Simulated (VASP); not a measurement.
# Ru (P6_3/mmc) in VASP: further runs

One crystal, Ru, is run at these levels: PBEsol; tasks: single point.

Everything below comes from runs of VASP 6.6.1. Logs are shortened: lines on timing, memory, paths and dates and some standing lists are left out, and cuts for length are marked.

**1. The undisturbed crystal**

Symmetry: P6_3/mmc, No. 194, hexagonal system. The conventional cell has a = 2.706 Å, b = 2.706 Å, c = 4.282 Å, α = 90.00°, β = 90.00°, γ = 120.00°. Ru (site symmetry -6m2) is surrounded by 12 Ru at 2.65 to 2.71 Å.

**2. Single point, PBEsol (grid = ENCUT=400 dk=0.45 cell=3x3x2 ISMEAR=1 SIGMA=0.1 LREAL=Auto EDIFF=1e-06)**

Contents of INCAR:

```
PREC = Accurate
ENCUT = 400
EDIFF = 1E-6
ISMEAR = 1
SIGMA = 0.1
LREAL = Auto
LASPH = True
NELM = 120
ALGO = Fast
ISIF = 2
LWAVE = False
LCHARG = False
GGA = PS
NBANDS = 288
NCORE = 1
KPAR = 2
```

Contents of KPOINTS:

```
regular mesh
0
Gamma
  2 2 2
```

Contents of POSCAR:

```
Ru
1.0
    8.1174000000      0.0000000000      0.0000000000
   -4.0587000000      7.0298746128      0.0000000000
    0.0000000000      0.0000000000      8.5638000000
Ru
36
Direct
    0.2222222222      0.1111111111      0.3750000000
    0.2222222222      0.1111111111      0.8750000000
    0.2222222222      0.4444444444      0.3750000000
    0.2222222222      0.4444444444      0.8750000000
    0.2222222222      0.7777777778      0.3750000000
    0.2222222222      0.7777777778      0.8750000000
    0.5555555556      0.1111111111      0.3750000000
    0.5555555556      0.1111111111      0.8750000000
    0.5555555556      0.4444444444      0.3750000000
    0.5555555556      0.4444444444      0.8750000000
    0.5555555556      0.7777777778      0.3750000000
    0.5555555556      0.7777777778      0.8750000000
    0.8888888889      0.1111111111      0.3750000000
    0.8888888889      0.1111111111      0.8750000000
    0.8888888889      0.4444444444      0.3750000000
    0.8888888889      0.4444444444      0.8750000000
    0.8888888889      0.7777777778      0.3750000000
    0.8888888889      0.7777777778      0.8750000000
    0.1111111111      0.2222222222      0.1250000000
    0.1111111111      0.2222222222      0.6250000000
    0.1111111111      0.5555555556      0.1250000000
    0.1111111111      0.5555555556      0.6250000000
    0.1111111111      0.8888888889      0.1250000000
    0.1111111111      0.8888888889      0.6250000000
    0.4444444444      0.2222222222      0.1250000000
    0.4444444444      0.2222222222      0.6250000000
    0.4444444444      0.5555555556      0.1250000000
    0.4444444444      0.5555555556      0.6250000000
    0.4444444444      0.8888888889      0.1250000000
    0.4444444444      0.8888888889      0.6250000000
    0.7777777778      0.2222222222      0.1250000000
    0.7777777778      0.2222222222      0.6250000000
    0.7777777778      0.5555555556      0.1250000000
    0.7777777778      0.5555555556      0.6250000000
    0.7777777778      0.8888888889      0.1250000000
    0.7777777778      0.8888888889      0.6250000000
```

Potentials or basis: VASP PAW PBE potentials, release 64 (Ru_pv).

Run with:

```bash
$ cat potpaw_PBE.64/Ru_pv/POTCAR > POTCAR
$ mpirun -np 4 vasp_std > vasp.out
```

OUTCAR:

```text
PREC = Accurate
   ENCUT = 400
   EDIFF = 1E-6
   ISMEAR = 1
   LREAL = Auto
   LASPH = True
   NELM = 120
   ISIF = 2
   GGA = PS

 Found      4 irreducible k-points:

 Following reciprocal coordinates:
            Coordinates               Weight
  0.000000  0.000000  0.000000      1.000000
  0.500000  0.000000  0.000000      3.000000
  0.000000  0.000000  0.500000      1.000000
  0.500000  0.000000  0.500000      3.000000
   k-points           NKPTS =      4   k-points in BZ     NKDIM =      4   number of bands    NBANDS=    288
   number of dos      NEDOS =    301   number of ions     NIONS =     36
   total plane-waves  NPLWV = 163296
   dimension x,y,z NGX =    54 NGY =   54 NGZ =   56
   dimension x,y,z NGXF=   108 NGYF=  108 NGZF=  112
   ions per type =              36
   NGX,Y,Z   is equivalent  to a cutoff of  11.06, 11.06, 10.87 a.u.
   NGXF,Y,Z  is equivalent  to a cutoff of  22.12, 22.12, 21.74 a.u.
 SYSTEM =  unknown system
   PREC   = accura    normal or accurate (medium, high low for compatibility)
   ISTART =      0    job   : 0-new  1-cont  2-samecut
   ICHARG =      2    charge: 1-file 2-atom 10-const
   ISPIN  =      1    spin polarized calculation?
   LNONCOLLINEAR =      F non collinear calculations
   LSORBIT =      F    spin-orbit coupling
   LASPH  =      T    aspherical Exc in radial PAW
   ENCUT  =  400.0 eV  29.40 Ry    5.42 a.u.  13.24 13.24 13.97*2*pi/ulx,y,z
   NELM   =    120;   NELMIN=  2; NELMDL= -5     # of ELM steps
   EDIFF  = 0.1E-05   stopping-criterion for ELM
   LREAL  =      T    real-space projection
   EDIFFG = 0.1E-04   stopping-criterion for IOM
   NSW    =      0    number of steps for IOM
   IBRION =     -1    ionic relax: 0-MD 1-quasi-New 2-CG
   NFREE  =      0    steps in history (QN), initial steepest desc. (CG)
   ISIF   =      2    stress and relaxation
   ISYM   =      2    0-nonsym 1-usesym 2-fastsym
   POTIM  = 0.5000    time-step for ionic-motion
   TEBEG  =    0.0;   TEEND  =   0.0 temperature during run
   PSTRESS=    0.0 pullay stress
   NELECT =     504.0000    total number of electrons
   NUPDOWN=      -1.0000    fix difference up-down
   EMIN   =  10.00;   EMAX   =-10.00  energy-range for DOS
   EFERMI =   0.00;   METHOD = LEGACY
   ISMEAR =     1;   SIGMA  =   0.10  broadening in eV -4-tet -1-fermi 0-gaus
   EFERMI_NEDOS =   21; number of points for ismear=-14 and -15
   IALGO  =     68    algorithm
   IMIX   =      4    mixing-type and parameters
     AMIX     =   0.40;   BMIX     =  1.00
     AMIX_MAG =   1.60;   BMIX_MAG =  1.00
  volume/ion in A,a.u.               =      13.57        91.61
  Fermi-wavevector in a.u.,A,eV,Ry     =   1.654022  3.125649 37.222674  2.735789
  Thomas-Fermi vector in A             =   2.742361
   LORBIT       =      0    0 simple, 1 ext, 2 COOP (PROOUT), +10 PAW based schemes
   GGA     = PS    functional components
   LHFCALC =     F    Hartree Fock is set to
   AEXX    =    0.0000 exact exchange contribution
   IVDW    =     0    specifies the selected vdW correction
   LEPSILON=     F    determine dielectric tensor
   LRPA    =     F    only Hartree local field effects (RPA)
 non-spin polarized calculation
 RMM-DIIS sequential band-by-band and
 Methfessel and Paxton  Order N= 1 SIGMA  =   0.10
  energy-cutoff  :      400.00
  volume of cell :      488.69
 maximum number of plane-waves:      8912
 NGX is ok and might be reduce to    54
   NGX = 27   NGY = 27   NGZ = 27

 number of electron     504.0000130 magnetization

 Free energy of the ion-electron system (eV)
  ---------------------------------------------------
  ext. energy  EPLUGINS =         0.00000000
  ---------------------------------------------------
  free energy    TOTEN  =      -364.64548895 eV

  energy without entropy =     -364.57831572  energy(sigma->0) =     -364.62309787

 E-fermi :  12.9507     XC(G=0): -14.2817

 val. band max:       12.9468407679   @ k =   0.5000   0.0000   0.5000
 cond. band min:      13.0167553492   @ k =   0.5000   0.0000   0.5000
 fundamental gap:      0.0699145814
 Fermi energy:        12.9507461628

 k-point     1 :       0.0000    0.0000    0.0000
  band No.  band energies     occupation
      1     -30.9026      2.00000
      2     -30.6528      2.00000
      3     -30.6528      2.00000
      4     -30.6528      2.00000
      5     -30.6528      2.00000
      6     -30.6380      2.00000
[... 256 lines left out ...]
    263      13.3641     -0.00000
    264      13.3641     -0.00000

 k-point     2 :       0.5000    0.0000    0.0000
  band No.  band energies     occupation
      1     -30.8112      2.00000
      2     -30.8112      2.00000
      3     -30.7907      2.00000
      4     -30.7907      2.00000
      5     -30.7076      2.00000
      6     -30.7076      2.00000
[... 256 lines left out ...]
    263      13.4400     -0.00000
    264      13.7878     -0.00000

 k-point     3 :       0.0000    0.0000    0.5000
  band No.  band energies     occupation
      1     -30.7425      2.00000
      2     -30.7425      2.00000
      3     -30.6847      2.00000
      4     -30.6847      2.00000
      5     -30.6847      2.00000
      6     -30.6847      2.00000
[... 256 lines left out ...]
    263      13.1108     -0.04612
    264      13.1108     -0.04612

 k-point     4 :       0.5000    0.0000    0.5000
  band No.  band energies     occupation
      1     -30.7930      2.00000
      2     -30.7930      2.00000
      3     -30.6975      2.00000
      4     -30.6975      2.00000
      5     -30.6975      2.00000
      6     -30.6975      2.00000
[... 256 lines left out ...]
    263      13.1571     -0.01296
    264      13.1571     -0.01296
 [bands above 264 left out]

------------------------ aborting loop because EDIFF is reached ----------------------------------------

  FORCE on cell =-STRESS in cart. coord.  units (eV):
  Direction    XX          YY          ZZ          XY          YZ          ZX
  --------------------------------------------------------------------------------------
  -------------------------------------------------------------------------------------
  Total      -13.1124895    -13.1124895    -33.0106492      0.0000000      0.0000000      0.0000000
  in kB      -42.9897276    -42.9897276   -108.2264978      0.0000000      0.0000000      0.0000000
  external PRESSURE =     -64.7353177 kB  Pullay stress =       0.0000000 kB

 VOLUME and BASIS-vectors are now :
 -----------------------------------------------------------------------------
  energy-cutoff  :      400.00
  volume of cell :      488.69
      direct lattice vectors                 reciprocal lattice vectors
     8.117400000  0.000000000  0.000000000     0.123192155  0.071125024  0.000000000
    -4.058700000  7.029874613  0.000000000     0.000000000  0.142250048  0.000000000
     0.000000000  0.000000000  8.563800000     0.000000000  0.000000000  0.116770592

 POSITION                                       TOTAL-FORCE (eV/Angst)
 -----------------------------------------------------------------------------------
      1.35290      0.78110      3.21143        -0.000000      0.000000     -0.000000
      1.35290      0.78110      7.49333        -0.000000     -0.000000      0.000000
      0.00000      3.12439      3.21143         0.000000     -0.000000     -0.000000
      0.00000      3.12439      7.49333        -0.000000     -0.000000      0.000000
     -1.35290      5.46768      3.21143        -0.000000     -0.000000     -0.000000
     -1.35290      5.46768      7.49333        -0.000000      0.000000     -0.000000
[... 28 lines left out ...]
      2.70580      6.24878      1.07048         0.000000      0.000000      0.000000
      2.70580      6.24878      5.35238         0.000000      0.000000      0.000000
 -----------------------------------------------------------------------------------
    total drift:                                0.000000      0.000000      0.000000

  FREE ENERGIE OF THE ION-ELECTRON SYSTEM (eV)
  ---------------------------------------------------
  free  energy   TOTEN  =      -364.6454889482 eV

  energy  without entropy=     -364.5783157168  energy(sigma->0) =     -364.62309787
```

It took 4.9 min on 4 MPI ranks of Intel Xeon 6975P-C (Granite Rapids), shared host; peak memory 0.4 GiB.

The run converged, but some of its settings lie outside the range that counts as converged, so its numbers aren't taken as properties of the crystal.

What came out:

- Free energy: -364.6455 eV
- Pressure: -6.5 GPa
- Band gap on the k mesh: none (metal or under the smearing width)

Caveat: the k mesh is coarse (spacing up to 0.45 Å⁻¹), so the values aren't converged; the PAW data sets were made with another functional, which shifts forces and pressure a little.

**3. Single point, PBEsol (grid = ENCUT=400 dk=0.35 cell=3x3x2 ISMEAR=1 SIGMA=0.1 LREAL=Auto EDIFF=1e-06)**

INCAR is that of step 2.

Contents of KPOINTS:

```
regular mesh
0
Gamma
  3 3 3
```

POSCAR is that of step 2.

Potentials or basis: VASP PAW PBE potentials, release 64 (Ru_pv).

Run with:

```bash
$ cat potpaw_PBE.64/Ru_pv/POTCAR > POTCAR
$ mpirun -np 4 vasp_std > vasp.out
```

OUTCAR:

```text
PREC = Accurate
   ENCUT = 400
   EDIFF = 1E-6
   ISMEAR = 1
   LREAL = Auto
   LASPH = True
   NELM = 120
   ISIF = 2
   GGA = PS

 Found      6 irreducible k-points:

 Following reciprocal coordinates:
            Coordinates               Weight
  0.000000  0.000000  0.000000      1.000000
  0.333333  0.000000  0.000000      6.000000
  0.333333  0.333333  0.000000      2.000000
  0.000000  0.000000  0.333333      2.000000
  0.333333  0.000000  0.333333     12.000000
  0.333333  0.333333  0.333333      4.000000
   k-points           NKPTS =      6   k-points in BZ     NKDIM =      6   number of bands    NBANDS=    288
   number of dos      NEDOS =    301   number of ions     NIONS =     36
   total plane-waves  NPLWV = 163296
   dimension x,y,z NGX =    54 NGY =   54 NGZ =   56
   dimension x,y,z NGXF=   108 NGYF=  108 NGZF=  112
   ions per type =              36
   NGX,Y,Z   is equivalent  to a cutoff of  11.06, 11.06, 10.87 a.u.
   NGXF,Y,Z  is equivalent  to a cutoff of  22.12, 22.12, 21.74 a.u.
 SYSTEM =  unknown system
   PREC   = accura    normal or accurate (medium, high low for compatibility)
   ISTART =      0    job   : 0-new  1-cont  2-samecut
[... 67 lines left out ...]
      1     -30.8907      2.00000
      2     -30.6585      2.00000
      3     -30.6585      2.00000
      4     -30.6585      2.00000
      5     -30.6585      2.00000
      6     -30.6443      2.00000
[... 1591 lines left out ...]
    263      13.5078     -0.00000
    264      13.5078     -0.00000
 [bands above 264 left out]

------------------------ aborting loop because EDIFF is reached ----------------------------------------

  FORCE on cell =-STRESS in cart. coord.  units (eV):
  Direction    XX          YY          ZZ          XY          YZ          ZX
  --------------------------------------------------------------------------------------
  -------------------------------------------------------------------------------------
  Total      -22.2568572    -22.2568572    -23.6967668      0.0000000     -0.0000000      0.0000000
  in kB      -72.9698375    -72.9698375    -77.6906285      0.0000000     -0.0000000      0.0000000
  external PRESSURE =     -74.5434345 kB  Pullay stress =       0.0000000 kB

 VOLUME and BASIS-vectors are now :
 -----------------------------------------------------------------------------
  energy-cutoff  :      400.00
  volume of cell :      488.69
      direct lattice vectors                 reciprocal lattice vectors
     8.117400000  0.000000000  0.000000000     0.123192155  0.071125024  0.000000000
    -4.058700000  7.029874613  0.000000000     0.000000000  0.142250048  0.000000000
     0.000000000  0.000000000  8.563800000     0.000000000  0.000000000  0.116770592

 POSITION                                       TOTAL-FORCE (eV/Angst)
 -----------------------------------------------------------------------------------
      1.35290      0.78110      3.21143         0.000000     -0.000000     -0.000000
      1.35290      0.78110      7.49333         0.000000      0.000000     -0.000000
      0.00000      3.12439      3.21143         0.000000      0.000000      0.000000
      0.00000      3.12439      7.49333        -0.000000      0.000000      0.000000
     -1.35290      5.46768      3.21143         0.000000      0.000000      0.000000
     -1.35290      5.46768      7.49333         0.000000     -0.000000     -0.000000
[... 28 lines left out ...]
      2.70580      6.24878      1.07048        -0.000000     -0.000000     -0.000000
      2.70580      6.24878      5.35238        -0.000000     -0.000000      0.000000
 -----------------------------------------------------------------------------------
    total drift:                                0.000000      0.000000      0.000000

  FREE ENERGIE OF THE ION-ELECTRON SYSTEM (eV)
  ---------------------------------------------------
  free  energy   TOTEN  =      -366.3094794330 eV

  energy  without entropy=     -366.3344489173  energy(sigma->0) =     -366.31780259
```

Run time: 4 min. Hardware: 4 MPI ranks of Intel Xeon 6975P-C (Granite Rapids), shared host; peak memory 0.44 GiB.

The run converged, but some of its settings lie outside the range that counts as converged, so its numbers aren't taken as properties of the crystal.

Results:

```
Free energy            : -366.3095 eV
Pressure               : -7.5 GPa
Band gap on the k mesh : none (metal or under the smearing width)
```

Caveat: the PAW data sets were made with another functional, which shifts forces and pressure a little.

**4. For comparison**

An earlier run on the cell as given: functional PBE; potentials or basis VASP PAW PBE potentials, release 64 (Ru_pv); cutoff 520 eV; k mesh 11 × 11 × 6; occupations fermi-dirac, width 0.05 eV; no spin polarisation.

* Pressure: 4.5 GPa
* Band gap on the k mesh: none (metal or under the smearing width)
